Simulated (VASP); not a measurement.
# BaTiO3 (Pm-3m) in VASP: further runs, part 2 of 2

VASP 6.6.1. Earlier steps stand in the parts before.

### 6 Single point, PBE

The input, INCAR:

```
  PREC = Accurate
  ENCUT = 460
  EDIFF = 1E-7
  ISMEAR = 0
  SIGMA = 0.05
  LREAL = False
  LASPH = True
  NELM = 100
  ALGO = Normal
  ISIF = 2
  LWAVE = False
  LCHARG = False
  GGA = PE
  NBANDS = 28
  ADDGRID = False
```

The input, KPOINTS:

```
regular mesh
0
Gamma
  3 3 3
```

The input, POSCAR:

```
BaTiO3
1.0
    4.0060000000      0.0000000000      0.0000000000
    0.0000000000      4.0060000000      0.0000000000
    0.0000000000      0.0000000000      4.0060000000
Ba Ti O
1 1 3
Direct
    0.5000000000      0.5000000000      0.5000000000
    0.0000000000      0.0000000000      0.0000000000
    0.0000000000      0.0000000000      0.5000000000
    0.0000000000      0.5000000000      0.0000000000
    0.5000000000      0.0000000000      0.0000000000
```

Potentials or basis: VASP PAW PBE potentials, release 64 (Ba_sv, Ti_sv, O).

Command:

```
$ cat potpaw_PBE.64/Ba_sv/POTCAR potpaw_PBE.64/Ti_sv/POTCAR potpaw_PBE.64/O/POTCAR > POTCAR
$ mpirun -np 1 vasp_std > vasp.out
```

OUTCAR:

```text
PREC = Accurate
   ENCUT = 460
   EDIFF = 1E-7
   ISMEAR = 0
   LREAL = False
   LASPH = True
   NELM = 100
   ISIF = 2
   GGA = PE

 Found      4 irreducible k-points:

 Following reciprocal coordinates:
            Coordinates               Weight
  0.000000  0.000000  0.000000      1.000000
  0.333333  0.000000  0.000000      6.000000
  0.333333  0.333333  0.000000     12.000000
  0.333333  0.333333  0.333333      8.000000
   k-points           NKPTS =      4   k-points in BZ     NKDIM =      4   number of bands    NBANDS=     28
   number of dos      NEDOS =    301   number of ions     NIONS =      5
   total plane-waves  NPLWV =  21952
   dimension x,y,z NGX =    28 NGY =   28 NGZ =   28
   dimension x,y,z NGXF=    56 NGYF=   56 NGZF=   56
   ions per type =               1   1   3
   NGX,Y,Z   is equivalent  to a cutoff of  11.62, 11.62, 11.62 a.u.
   NGXF,Y,Z  is equivalent  to a cutoff of  23.24, 23.24, 23.24 a.u.
 SYSTEM =  unknown system
   PREC   = accura    normal or accurate (medium, high low for compatibility)
   ISTART =      0    job   : 0-new  1-cont  2-samecut
   ICHARG =      2    charge: 1-file 2-atom 10-const
   ISPIN  =      1    spin polarized calculation?
   LNONCOLLINEAR =      F non collinear calculations
[... 56 lines left out ...]
 cond. band min:       5.4941552186   @ k =   0.0000   0.0000   0.0000
 fundamental gap:      1.8085055409
 Fermi energy:         4.0436128210

 k-point     1 :       0.0000    0.0000    0.0000
  band No.  band energies     occupation
      1     -52.9224      2.00000
      2     -29.1284      2.00000
      3     -29.1284      2.00000
      4     -29.1284      2.00000
      5     -21.0002      2.00000
      6     -13.0534      2.00000
[... 113 lines left out ...]
     27      11.6326      0.00000
     28      11.6326      0.00000

------------------------ aborting loop because EDIFF is reached ----------------------------------------

  FORCE on cell =-STRESS in cart. coord.  units (eV):
  Direction    XX          YY          ZZ          XY          YZ          ZX
  --------------------------------------------------------------------------------------
  -------------------------------------------------------------------------------------
  Total        1.1756151      1.1756151      1.1756151     -0.0000000     -0.0000000      0.0000000
  in kB       29.2983328     29.2983328     29.2983328     -0.0000000     -0.0000000      0.0000000
  external PRESSURE =      29.2983328 kB  Pullay stress =       0.0000000 kB

 VOLUME and BASIS-vectors are now :
 -----------------------------------------------------------------------------
  energy-cutoff  :      460.00
  volume of cell :       64.29
      direct lattice vectors                 reciprocal lattice vectors
     4.006000000  0.000000000  0.000000000     0.249625562  0.000000000  0.000000000
     0.000000000  4.006000000  0.000000000     0.000000000  0.249625562  0.000000000
     0.000000000  0.000000000  4.006000000     0.000000000  0.000000000  0.249625562

 POSITION                                       TOTAL-FORCE (eV/Angst)
 -----------------------------------------------------------------------------------
      2.00300      2.00300      2.00300         0.000000      0.000000      0.000000
      0.00000      0.00000      0.00000         0.000000      0.000000      0.000000
      0.00000      0.00000      2.00300         0.000000      0.000000      0.000000
      0.00000      2.00300      0.00000         0.000000      0.000000      0.000000
      2.00300      0.00000      0.00000         0.000000      0.000000      0.000000
 -----------------------------------------------------------------------------------
    total drift:                               -0.000000      0.000000     -0.000000

  FREE ENERGIE OF THE ION-ELECTRON SYSTEM (eV)
  ---------------------------------------------------
  free  energy   TOTEN  =       -39.8790697454 eV

  energy  without entropy=      -39.8790697454  energy(sigma->0) =      -39.87906975
```

OSZICAR:

```text
N       E                     dE             d eps       ncg     rms          rms(c)
DAV:   1     0.391967420273E+03    0.39197E+03   -0.19555E+04   224   0.139E+03
DAV:   2    -0.187347599546E+02   -0.41070E+03   -0.39173E+03   268   0.402E+02
DAV:   3    -0.494427396691E+02   -0.30708E+02   -0.30519E+02   252   0.118E+02
DAV:   4    -0.509519250163E+02   -0.15092E+01   -0.15066E+01   344   0.217E+01
DAV:   5    -0.509804567669E+02   -0.28532E-01   -0.28526E-01   292   0.292E+00    0.228E+01
DAV:   6    -0.400687044190E+02    0.10912E+02   -0.62149E+01   312   0.652E+01    0.958E+00
DAV:   7    -0.400044298532E+02    0.64275E-01   -0.80061E+00   288   0.201E+01    0.618E+00
DAV:   8    -0.398661523360E+02    0.13828E+00   -0.71637E-01   260   0.776E+00    0.262E+00
DAV:   9    -0.399002763181E+02   -0.34124E-01   -0.19912E-01   300   0.308E+00    0.130E+00
DAV:  10    -0.398793637909E+02    0.20913E-01   -0.95256E-02   248   0.337E+00    0.216E-01
DAV:  11    -0.398790885150E+02    0.27528E-03   -0.45661E-03   280   0.580E-01    0.971E-02
DAV:  12    -0.398792791321E+02   -0.19062E-03   -0.11453E-03   312   0.297E-01    0.124E-01
DAV:  13    -0.398790759743E+02    0.20316E-03   -0.85794E-04   296   0.282E-01    0.244E-02
DAV:  14    -0.398790691655E+02    0.68088E-05   -0.38614E-05   288   0.642E-02    0.268E-03
DAV:  15    -0.398790697396E+02   -0.57410E-06   -0.34925E-06   304   0.139E-02    0.293E-03
DAV:  16    -0.398790697454E+02   -0.58517E-08   -0.52936E-07   260   0.755E-03
   1 F= -.39879070E+02 E0= -.39879070E+02  d E =-.172333E-24
```

stdout:

```text
POSCAR found type information on POSCAR BaTiO
 POSCAR found :  3 types and       5 ions
 scaLAPACK will be used
 LDA part: xc-table for (Slater+PW92), standard interpolation
 POSCAR, INCAR and KPOINTS ok, starting setup
 FFT: planning ... GRIDC
 FFT: planning ... GRID_SOFT
 FFT: planning ... GRID
 WAVECAR not read
 entering main loop
```

Wall time 5.3 s (1 thread of Intel Xeon 6975P-C (Granite Rapids), shared host); peak memory 0.16 GiB.

The run converged, but some of its settings lie outside the range that counts as converged, so its numbers aren't taken as properties of the crystal.

Results:

```
Free energy            : -39.8791 eV
Pressure               : 2.9 GPa
Band gap on the k mesh : 1.81 eV, direct
```

Caveat: the k mesh is coarse (spacing up to 0.52 Å⁻¹), so the values aren't converged; the cutoff is under 1.25 times the usual one of these potentials, so pressure, stress and relaxed cells hold a basis-set (Pulay) error; spin-orbit coupling is left out, which moves the levels of the heavy elements; an odd mesh through Γ misses points on the zone boundary, where band edges often lie.
